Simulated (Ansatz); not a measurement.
## H-type MoTe2 bilayer (3R stacking) in a perpendicular field

What dipole does a perpendicular field induce in the H-type MoTe2 bilayer (3R stacking), and does the gap follow? A positive field points along +c.

Main program and level: Ansatz 0.2.0; plane-wave DFT, r2SCAN-D4, Ansatz PAW, in the first sound run; inputs show where later runs differ.

### 1. Starting point

The cell holds 6 atoms: 4 Te and 2 Mo. Its edges and angles: a = 3.550 Å, b = 3.550 Å, c = 52.648 Å, α = 90.0°, β = 90.0°, γ = 120.0°. Regions: layer 1: 2H-MoTe2, 3 atoms (2 Te and 1 Mo); layer 2: 2H-MoTe2, 3 atoms (2 Te and 1 Mo). Vacuum lies along c.

### 2. Relaxation

The starting cell is a guess, so the in-plane lattice and the atoms are relaxed first, with the slab cut off from its images along the normal.

input.yaml

```yaml
crystal:
  lattice:
    - [3.55, 0.0, 0.0]
    - [-1.775, 3.0743901834, 0.0]
    - [0.0, 0.0, 52.6482052597]
  atoms:
    - { symbol: Te, position: [0.3333333333, 0.6666666667, 0.3969745958] }
    - { symbol: Mo, position: [0.0, 0.0, 0.432817248] }
    - { symbol: Te, position: [0.3333333333, 0.6666666667, 0.4686599003] }
    - { symbol: Te, position: [0.6666666667, 0.3333333333, 0.5313400997] }
    - { symbol: Mo, position: [0.3333333333, 0.6666666667, 0.567182752] }
    - { symbol: Te, position: [0.6666666667, 0.3333333333, 0.6030254042] }
  periodic: [true, true, false]
kpoints:
  mp_grid: { grid: [12, 12, 1] }
hamiltonian:
  xc: r2scan
  dispersion: d4
scf:
  occupations: { method: fermi_dirac, width: 0.05 }
  convergence: { dr2_threshold: 1.0e-09 }
relax:
  f_tol: 0.004
  max_steps: 90
  cell: {}
output:
  write_potential: true
  write_density: true
  volumetric_format: npy
```

Launch:

```console
ansatz run input.yaml --threads 4 --pin off --max-ram 12288MiB --backend cpu --events-out ev --progress --plain --runs-dir out
```

Numbers of over 12 decimals in the logs are rounded to 6 here.

What it wrote:

```text
Warning: relax.cell: scf.convergence.dr2_threshold = 1e-9 eV is looser than the 1.38042845272e-10 eV advised for a relaxation that steers and ends on the stress (1e-10 eV for each atom of the cell: 6, times the square of relax.cell.stress_2d_tol = 0.05 N/m over 20.8 Å (the atoms' height at the walk's start and 5 Å past either face), 2.398e-2 GPa, over a crystal's default 0.05). What an SCF threshold leaves in a stress goes as its square root, and in the free energy as the threshold itself, and one threshold admits the most on a small cell: [figures from the program's tests cut] Set scf.convergence.dr2_threshold to 1.38042845272e-10 eV or tighter. [rest of the remark cut]
Engine: ansatz 0.2.0, aarch64-unknown-linux-gnu
Pseudopotentials: kind: paw
Pseudopotential: Te, paw, valence charge 16, recommended cutoff 500 eV (meta_gga), Te.paw.azcp
Pseudopotential: Mo, paw, valence charge 14, recommended cutoff 500 eV (meta_gga), Mo.paw.azcp
Functional definition: r2SCAN
  parameter k0 = 0.174
  parameter k1 = 0.065
  parameter a1 = 4.9479
  exchange = r2scan_x(k0 = k0, k1 = k1, a1 = a1)
  correlation = r2scan_c
Crystal: 6 atoms, lattice volume = 574.607 Å³
Basis set: ecut = 500 eV, 14759 PW (Γ), exchange–correlation on 108×108×1536 points (64 copies of the dense FFT grid, shifted against one another)
Bands: 56, of which v1, the nominal top of the filled ones, is band 46 counted from 1 (45 counted from 0)
Symmetry: 6 space group operations
Space group: P3m1 (ITA 156), of the structure as read, at distance tolerance 8.3e-5 Å
k-points: 19 of 144 (time reversal used)
Non-local potential: Te, projectors of the file, l = 0: 2, l = 1: 2, l = 2: 2, l = 3: 2
Non-local potential: Mo, projectors of the file, l = 0: 3, l = 1: 2, l = 2: 2, l = 3: 1
PAW form: soft (Blöchl's): semilocal exchange-correlation on the pseudo side does not see the compensation charge
PAW frozen core: Te, regenerated for the run's functional (the file was generated under x = pbe(κ = 0.804, μ = 0.219515), c = pbe(β = 0.066725))
PAW frozen core: Mo, regenerated for the run's functional (the file was generated under x = pbe(κ = 0.804, μ = 0.219515), c = pbe(β = 0.066725))
PAW one-centre angular grid: Te, 590 points (default); XC on 160 Gauss nodes
PAW one-centre angular grid: Mo, 590 points (default); XC on 160 Gauss nodes
Initial density: superposition of atomic densities (neutral atoms: chi_scale 0, normalization atom), corrected by the library's trained network
Initial wavefunctions: pseudopotential atomic-orbital guess
Functional: x = r2scan, c = r2scan; τ floored in thin density (d = 2e-4 eV/Å³)
SCF iter   1: F=—  HF=-37916.830827 eV  |F-HF|=—  |Δ(HF+E_count)|=         —  Δρ=4.87e-3  dr2=3.73e-1  dr2_τ=4.47e-2  ethr=1.77e-3  ⟨swp⟩=17.8  Hψ=7146  notcnv=0  defer=2
preconditioner: auto → Resta (q_TF=auto, 2.010 Å⁻¹)  ε∞=2.6  [insulator: Δε(μ)=0.940 eV  Ē_g=7.442 eV  σ=0.050 eV  W_gap=1.00  n_scr=32 (ndim 8)  ℏωp=9.3 eV  f_vac=0.718  D(μ)=0.00/eV (n_scr^D=0)  ε∞_Penn≈2.6  vacuum switching on, ρ_ref=4.0e-3 e/Å³]
SCF iter   2: F=—  HF=-37916.951999 eV  |F-HF|=—  |Δ(HF+E_count)|=   1.21e-1  Δρ=5.88e-3  dr2=8.98e-1  dr2_τ=4.48e-2  ethr=4.05e-4  ⟨swp⟩=4.4  Hψ=2309  notcnv=0  defer=39  recentre
SCF iter   3: F=—  HF=-37916.868228 eV  |F-HF|=—  |Δ(HF+E_count)|=   8.38e-2  Δρ=2.12e-3  dr2=2.36e-2  dr2_τ=4.39e-4  ethr=4.05e-4  ⟨swp⟩=3.9  Hψ=1809  notcnv=0  defer=39
SCF iter   4: F=—  HF=-37916.881578 eV  |F-HF|=—  |Δ(HF+E_count)|=   1.34e-2  Δρ=7.92e-4  dr2=4.02e-2  dr2_τ=6.30e-4  ethr=2.56e-5  ⟨swp⟩=4.3  Hψ=2707  notcnv=0  defer=38
SCF iter   5: F=—  HF=-37916.878500 eV  |F-HF|=—  |Δ(HF+E_count)|=   3.08e-3  Δρ=3.87e-4  dr2=2.88e-3  dr2_τ=8.97e-5  ethr=2.56e-5  ⟨swp⟩=3.0  Hψ=1465  notcnv=0  defer=38
SCF iter   6: F=—  HF=-37916.878425 eV  |F-HF|=—  |Δ(HF+E_count)|=   7.50e-5  Δρ=8.82e-5  dr2=4.42e-5  dr2_τ=6.72e-6  ethr=3.13e-6  ⟨swp⟩=3.0  Hψ=1679  notcnv=0  defer=39
SCF iter   7: F=—  HF=-37916.878438 eV  |F-HF|=—  |Δ(HF+E_count)|=   1.30e-5  Δρ=6.40e-5  dr2=1.02e-4  dr2_τ=1.59e-6  ethr=4.80e-8  ⟨swp⟩=4.3  Hψ=2152  notcnv=0  defer=39
SCF iter   8: F=—  HF=-37916.878440 eV  |F-HF|=—  |Δ(HF+E_count)|=   2.29e-6  Δρ=4.34e-5  dr2=3.07e-5  dr2_τ=6.29e-7  ethr=4.80e-8  ⟨swp⟩=2.4  Hψ=1310  notcnv=0  defer=39
SCF iter   9: F=—  HF=-37916.878441 eV  |F-HF|=—  |Δ(HF+E_count)|=   5.65e-7  Δρ=1.53e-5  dr2=1.97e-6  dr2_τ=3.45e-8  ethr=3.34e-8  ⟨swp⟩=2.3  Hψ=1419  notcnv=0  defer=39
SCF iter  10: F=—  HF=-37916.878657 eV  |F-HF|=—  |Δ(HF+E_count)|=   2.16e-4  Δρ=6.63e-6  dr2=1.23e-6  dr2_τ=4.06e-8  ethr=2.14e-9  ⟨swp⟩=3.1  Hψ=2150  notcnv=0  defer=39
SCF iter  11: F=—  HF=-37916.878657 eV  |F-HF|=—  |Δ(HF+E_count)|=   7.13e-8  Δρ=3.26e-6  dr2=1.82e-7  dr2_τ=9.05e-9  ethr=1.34e-9  ⟨swp⟩=2.9  Hψ=1364  notcnv=0  defer=39
SCF iter  12: F=—  HF=-37916.878657 eV  |F-HF|=—  |Δ(HF+E_count)|=  8.51e-10  Δρ=1.42e-6  dr2=1.23e-8  dr2_τ=5.78e-10  ethr=1.97e-10  ⟨swp⟩=3.1  Hψ=1579  notcnv=0  defer=39
SCF iter  13: F=—  HF=-37916.878657 eV  |F-HF|=—  |Δ(HF+E_count)|=   3.09e-9  Δρ=5.93e-7  dr2=2.46e-9  dr2_τ=1.11e-10  ethr=1.33e-11  ⟨swp⟩=3.3  Hψ=2102  notcnv=0  defer=39
SCF iter  14: F=-37916.878657 eV  HF=-37916.878657 eV  |F-HF|=8.66e-10  |Δ(HF+E_count)|=   1.53e-9  Δρ=1.83e-7  dr2=1.49e-10  dr2_τ=7.56e-12  ethr=1.09e-12  ⟨swp⟩=12.4  Hψ=7479  notcnv=0
SCF 1 converged in 14 iterations: F = -37916.878657 eV  dr2 = 1.49e-10
  greatest PAW one-centre occupation: 0.997 electrons in one spin orbital (limit 2), on the Te atom at site 3 (counted from 0), in its partial waves of l = 2
relax step   1: F+E_penalty+E_count = -37916.87865654 eV  Δ(F+E_penalty+E_count) = +0.000e0 eV  max|allowed force component| = 1.332e0 eV/Å  Δτ_max = 0.0000 Å  P = -4.446 N/m  Ω = 574.607 Å³  fix = [c, alpha, beta]  reactions: c -0.000 N/m  (14 SCF iters, accepted)
Crystal: 6 atoms, lattice volume = 572.034 Å³
Basis set: ecut = 500 eV, 14699 PW (Γ), exchange–correlation on 108×108×1536 points (64 copies of the dense FFT grid, shifted against one another)
Initial density: handed on by an earlier stage of this run
Initial wavefunctions: those handed on with the density
iter 1 solved again at ethr=6.38e-4 eV; its pass at ethr=3.10e-3 eV (dr2=5.87e-1 eV) is discarded
SCF iter   1: F=—  HF=-37915.918197 eV  |F-HF|=—  |Δ(HF+E_count)|=         —  Δρ=7.41e-3  dr2=5.92e-1  dr2_τ=1.15e0  ethr=6.38e-4  ⟨swp⟩=2.5  Hψ=6868  notcnv=0
preconditioner: auto → Resta (q_TF=auto, 2.012 Å⁻¹)  ε∞=2.4  [insulator: Δε(μ)=0.554 eV  Ē_g=7.813 eV  σ=0.050 eV  W_gap=0.99  n_scr=32 (ndim 8)  ℏωp=9.3 eV  f_vac=0.724  D(μ)=0.01/eV (n_scr^D=0)  ε∞_Penn≈2.4  vacuum switching on, ρ_ref=4.4e-3 e/Å³]
[...]
SCF iter  14: F=—  HF=-37917.131764 eV  |F-HF|=—  |Δ(HF+E_count)|=   3.30e-9  Δρ=3.58e-7  dr2=1.97e-9  dr2_τ=1.35e-10  ethr=6.92e-12  ⟨swp⟩=3.3  Hψ=1796  notcnv=0  defer=44
SCF iter  15: F=-37917.131764 eV  HF=-37917.131764 eV  |F-HF|=6.48e-10  |Δ(HF+E_count)|=  6.98e-10  Δρ=1.50e-7  dr2=5.35e-10  dr2_τ=3.21e-12  ethr=1.09e-12  ⟨swp⟩=11.8  Hψ=7044  notcnv=0
SCF 3 converged in 15 iterations: F = -37917.131764 eV  dr2 = 5.35e-10
relax step   3: F+E_penalty+E_count = -37917.13176439 eV  Δ(F+E_penalty+E_count) = -2.306e-1 eV  max|allowed force component| = 1.798e-1 eV/Å  Δτ_max = 0.1914 Å  P = -0.966 N/m  Ω = 575.192 Å³  energy of the carried Pulay correction = -3.083e-5 eV  fix = [c, alpha, beta]  reactions: c -0.000 N/m  (15 SCF iters, accepted)
[...]
relax step   4: F+E_penalty+E_count = -37917.13750040 eV  Δ(F+E_penalty+E_count) = -5.736e-3 eV  max|allowed force component| = 2.490e-2 eV/Å  Δτ_max = 0.0497 Å  P = -0.067 N/m  Ω = 574.282 Å³  energy of the carried Pulay correction = +1.712e-5 eV  fix = [c, alpha, beta]  reactions: c -0.000 N/m  (13 SCF iters, accepted)
[...]
relax step   5: F+E_penalty+E_count = -37917.13771842 eV  Δ(F+E_penalty+E_count) = -2.180e-4 eV  max|allowed force component| = 2.465e-2 eV/Å  Δτ_max = 0.0441 Å  P = +0.043 N/m  Ω = 573.550 Å³  energy of the carried Pulay correction = +5.584e-5 eV  fix = [c, alpha, beta]  reactions: c +0.000 N/m  (13 SCF iters, accepted)
[...]
relax step   6: F+E_penalty+E_count = -37917.13793964 eV  Δ(F+E_penalty+E_count) = -2.212e-4 eV  max|allowed force component| = 1.026e-2 eV/Å  Δτ_max = 0.0136 Å  P = +0.009 N/m  Ω = 573.941 Å³  energy of the carried Pulay correction = +3.513e-5 eV  fix = [c, alpha, beta]  reactions: c +0.000 N/m  (10 SCF iters, accepted)
[...]
relax step   7: F+E_penalty+E_count = -37917.13797195 eV  Δ(F+E_penalty+E_count) = -3.231e-5 eV  max|allowed force component| = 3.386e-3 eV/Å  Δτ_max = 0.0063 Å  P = -0.001 N/m  Ω = 573.834 Å³  energy of the carried Pulay correction = +4.079e-5 eV  fix = [c, alpha, beta]  reactions: c -0.000 N/m  (10 SCF iters, accepted)
Initial wavefunctions: pseudopotential atomic-orbital guess (no wavefunctions were taken with the density)
iter 1 solved again at ethr=5.00e-8 eV; its pass at ethr=3.10e-3 eV (dr2=4.60e-5 eV) is discarded
SCF iter   1: F=—  HF=-37917.137719 eV  |F-HF|=—  |Δ(HF+E_count)|=         —  Δρ=1.05e-6  dr2=1.68e-9  dr2_τ=4.64e-9  ethr=5.00e-8  ⟨swp⟩=7.0  Hψ=12122  notcnv=0
eigensolver tolerance schedule: the retry pair's looser diagonalisation over-reported the residual by 27421.52 of it (diagonalisation noise at 0.79 of the residual, at the tolerance the schedule requests for it); recorded, not acted on — ethr = c·dr2/N_el stays at c = 1.0e-1
preconditioner: auto → Resta (q_TF=auto, 2.011 Å⁻¹)  ε∞=2.5  [insulator: Δε(μ)=1.100 eV  Ē_g=7.672 eV  σ=0.050 eV  W_gap=1.00  n_scr=32 (ndim 8)  ℏωp=9.3 eV  f_vac=0.719  D(μ)=0.00/eV (n_scr^D=0)  ε∞_Penn≈2.5  vacuum switching on, ρ_ref=4.3e-3 e/Å³]
SCF iter   2: F=—  HF=-37917.137935 eV  |F-HF|=—  |Δ(HF+E_count)|=   2.16e-4  Δρ=6.13e-7  dr2=2.58e-9  dr2_τ=6.75e-10  ethr=1.82e-12  ⟨swp⟩=6.6  Hψ=4385  notcnv=0
SCF iter   3: F=-37917.137935 eV  HF=-37917.137935 eV  |F-HF|=5.89e-10  |Δ(HF+E_count)|=  4.95e-10  Δρ=4.17e-7  dr2=6.92e-10  dr2_τ=1.81e-10  ethr=1.09e-12  ⟨swp⟩=17.2  Hψ=9048  notcnv=0
SCF 8 converged in 3 iterations: F = -37917.137935 eV  dr2 = 6.92e-10
relax step   8: F+E_penalty+E_count = -37917.13793537 eV  Δ(F+E_penalty+E_count) = +3.658e-5 eV  max|allowed force component| = 3.386e-3 eV/Å  Δτ_max = 0.0000 Å  P = -0.001 N/m  Ω = 573.834 Å³  fix = [c, alpha, beta]  reactions: c -0.000 N/m  stress off target by 9.55e-4 N/m on what of the cell is left free  SCF on the basis re-selected at this cell (its energy is not comparable with the rows above)  (3 SCF iters)
basis re-selected at this cell: Δ(F+E_penalty+E_count) = +3.658e-5 eV, ΔP = +0.000 N/m vs the last step (what re-selecting the basis moved, of the pressure what is left beyond the Pulay correction that the steps carried, after the strain that the cell walked since its last selection, with what the two solves' SCF thresholds leave and, on support functions, any second-order correction that the steps lacked; it is no m [...]
WARN: The output density's exchange-correlation potential varies sharply where the density is thin. Do not read a vacuum level from v_tot or v_xc, or from such a field of the output density. On a cell that repeats whose density bears no net charge and no dipole along the vacuum's axis use v_es (v_loc + v_h of the components); under efield.dipole_correction with no amplitude use v_es + v_field, which holds any externa [...]
SCF converged after 3 iterations
Free energy (F): -37917.137935 eV
Harris-Foulkes:  -37917.137935 eV  (|F-HF|=5.89e-10)
Internal energy: -37917.137934 eV  (E = F + TS)
E sigma→0 (E₀):  -37917.137935 eV
Entropy (-TS):   -0.000002 eV (-0.000 meV/atom)
Fermi energy:    -4.453401 eV
--- Per-component energies (eV) ---
  E_band       = -2804.957619
  E_kinetic    = 1604.860561
  E_local      = -615600.552766  (includes V_loc(G=0)·N_el)
  E_nonlocal   = -953.583786
  E_hartree    = 307450.288325
  E_xc         = -818.202431
  E_vxc        = -959.672915  (∫ρ·V_xc dr)
  E_paw        = -25182.393408  (= ΣΔE_a)
  E_vpaw       = -1857.843267  (= ΣTr[D̂ρ^β])
  E_aug_tail   = -0.000150  (compensation charges beyond the density's cutoff)
  E_vtau       = 61.264870  (kinetic-family band-sum trace: ∫τ·v_τ [+ j·A + Jᵃ·Aᵃ] dr)
  E_ewald      = 295582.660769
  E_disp       = -0.912063  (pairwise vdW)
  E_core_change = 0.697015  (= ΣΔE_core)
  E_smearing   = -0.000002  (= −TS)
  E_closure    = 0.000000  (closes the sum)
  Σ components = -37917.137935   (vs F -37917.137935, Δ=0.00e0)
--- Forces (eV/Å), atoms counted from 1 ---
  atom   1  Te    -0.00000000    -0.00000000     0.00216436
  atom   2  Mo     0.00000000     0.00000000    -0.00338551
  atom   3  Te     0.00000000    -0.00000000     0.00105441
  atom   4  Te     0.00000000    -0.00000000     0.00003215
  atom   5  Mo     0.00000000     0.00000000     0.00129398
  atom   6  Te     0.00000000    -0.00000000    -0.00115730
  max |Σ_I F_I| component: 2.10e-6 eV/Å
--- 2D stress c σ (N/m, compression-positive) ---
       -0.000955       0.000000       0.000000
       -0.000000      -0.000955       0.000000
        0.000000       0.000000      -0.000000
  P = ½ c Tr σ = -0.0010 N/m
--- Band table (eV; the first three rows and the last of 19) ---
  k-point 0: bands = [... 42 lower, -6.0186, -6.0186, -5.6184, -5.0289, -1.9019, -1.9019, -1.8165, -1.8165, ... 6 higher]
  k-point 1: bands = [... 42 lower, -6.0341, -5.8187, -5.6050, -5.0641, -2.2474, -2.1760, -2.0679, -1.9959, ... 6 higher]
  k-point 2: bands = [... 42 lower, -6.1508, -5.7949, -5.6595, -5.3031, -2.9547, -2.8024, -2.6916, -2.5237, ... 6 higher]
  k-point 18: bands = [... 42 lower, -6.9594, -6.8831, -5.0715, -5.0150, -3.9151, -3.8725, -3.0460, -3.0093, ... 6 higher]
  the weakly bound empty levels are not read free of the cell's end (no_gap_told)
--- Relaxed structure (7 steps of the walk, 7 accepted, 1 SCFs on fresh bases) ---
  F+E_penalty+E_count = -37917.13793537 eV   max|allowed force component| = 3.386e-3 eV/Å   (the final SCF, on the basis selected at the relaxed cell)
  cell:  # Å, volume = 573.8343 Å³
    - [3.547612, 0, 0]
    - [-1.773806, 3.072322, 0]
    - [0, 0, 52.6482052597]
  atoms:
    - { symbol: Te, position: [0.333333, 0.666667, 0.397909] }
    - { symbol: Mo, position: [-1.99383496184931e-17, -2.4671622769088904e-17, 0.431946] }
    - { symbol: Te, position: [0.333333, 0.666667, 0.465960] }
    - { symbol: Te, position: [0.666667, 0.333333, 0.534028] }
    - { symbol: Mo, position: [0.333333, 0.666667, 0.568073] }
    - { symbol: Te, position: [0.666667, 0.333333, 0.602084] }
```

It took 5.8 min on 4 threads of Arm Neoverse V1, shared host; peak memory 2.2 GiB; 23 min of CPU time.

The steps of the relaxation:

| step | energy less that of the first step (eV) | largest force component (eV/Å) | volume (Å³) |
| --- | --- | --- | --- |
| 1 | 0.0000 | 1.3323 | 574.61 |
| 2 | -0.0225 | 1.4887 | 572.03 |
| 3 | -0.2531 | 0.1798 | 575.19 |
| 4 | -0.2588 | 0.0249 | 574.28 |
| 5 | -0.2591 | 0.0246 | 573.55 |
| 6 | -0.2593 | 0.0103 | 573.94 |
| 7 | -0.2593 | 0.0034 | 573.83 |
| 8* | -0.2593 | 0.0034 | 573.83 |

Relaxation steps marked * repeat the geometry before them on a plane-wave basis chosen anew for their cell, so energy and pressure can jump there.

The run keeps the 6 symmetry operations that it works with, so distortions that break them were not tested.

| cell as run | before | after | change |
| --- | --- | --- | --- |
| a (Å) | 3.550 | 3.548 | -0.1 % |
| b (Å) | 3.550 | 3.548 | -0.1 % |

The atoms that moved most (Å, along periodic axes as changes of fractional coordinates times the final cell, across vacuum about the mean position):

| atom | dx | dy | dz | length |
| --- | --- | --- | --- | --- |
| Te3 | 0.000 | 0.000 | -0.142 | 0.142 |
| Te4 | 0.000 | 0.000 | 0.142 | 0.142 |
| Te6 | 0.000 | 0.000 | -0.050 | 0.050 |
| Te1 | 0.000 | 0.000 | 0.049 | 0.049 |
| Mo5 | 0.000 | 0.000 | 0.047 | 0.047 |
| Mo2 | 0.000 | 0.000 | -0.046 | 0.046 |

The relaxed structure:

```xyz
6
Lattice="3.5476 0.0000 0.0000 -1.7738 3.0723 0.0000 0.0000 0.0000 52.6482" Properties=species:S:1:pos:R:3
Te    0.0000    2.0482   20.9492
Mo    0.0000    0.0000   22.7412
Te    0.0000    2.0482   24.5320
Te    1.7738    1.0241   28.1156
Mo    0.0000    2.0482   29.9080
Te    1.7738    1.0241   31.6986
```

The lattice constant a goes from 3.550 to 3.548 Å.

[end of part 1 of 4]

[Logs are printed without paths, hosts, clocks, repeated set-up lines and the standing remarks that a program may print on its own settings, such as how far it seeks lower states.]

[Hosts, paths, dates, database ids (printed as entryN), source tags and the programs' standing remarks are cut or masked in the printed files.]

[Maps of the electrostatic potential energy from Ansatz leave out the sawtooth potential of an applied field or a dipole correction, so their vacuum need not be flat; planar profiles and work functions include it.]
